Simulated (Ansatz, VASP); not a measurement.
**One calculation of Al, two programs**

File INCAR:

```
PREC = Accurate
ENCUT = 520
EDIFF = 1E-7
ISMEAR = -1
SIGMA = 0.1
LREAL = F
LASPH = T
NELM = 60
ALGO = Normal
ISIF = 2
LWAVE = F
LCHARG = F
GGA = RP
NBANDS = 8
```

KPOINTS

```
Automatic mesh
0
Gamma
  22 22 22
```

The input POSCAR:

```
Al
1.0
    0.0000000000      2.0590965855      2.0590965855
    2.0590965855      0.0000000000      2.0590965855
    2.0590965855      2.0590965855      0.0000000000
Al
1
Direct
    0.0000000000      0.0000000000      0.0000000000
```

Input for Ansatz:

```yaml
crystal:
  lattice:
    - [0.0, 2.0590965855, 2.0590965855]
    - [2.0590965855, 0.0, 2.0590965855]
    - [2.0590965855, 2.0590965855, 0.0]
  atoms:
    - { symbol: Al, position: [0.0, 0.0, 0.0] }
hamiltonian:
  xc: rpbe
  pseudopotentials:
    kind: paw
    azcp:
      Al: "pseudopotentials/Al.paw.azcp"
basis:
  ecutwfc: 420
  fft_grid_basis: typed
kpoints:
  mp_grid: { grid: [22, 22, 22], shift: [0, 0, 0] }
magnetization:
  spin_polarized: false
scf:
  occupations: { method: fermi_dirac, width: 0.1 }
output:
  stress: true
```

Alike in both runs: task single point; functional RPBE; k mesh 22 × 22 × 22; occupations fermi-dirac, width 0.1 eV; no spin polarisation.

|  | VASP | Ansatz |
| --- | --- | --- |
| version | VASP 6.6.1 | Ansatz 0.2.0 |
| potentials or method | VASP PAW PBE potentials, release 64 (Al) | plane waves (420 eV) with PAW, scalar-relativistic |
| plane-wave cutoff (eV) | 520 | 420 |
| valence electrons in the cell | 3 | 3 |

|  | VASP | Ansatz | Ansatz less VASP |
| --- | --- | --- | --- |
| pressure (GPa) | -2.8 | -2.6 | +0.17 |

With one functional, cell and mesh, what is left measures potentials, basis and numerics.

Caveats: the PAW data sets were made with another functional, which shifts forces and pressure a little (VASP).
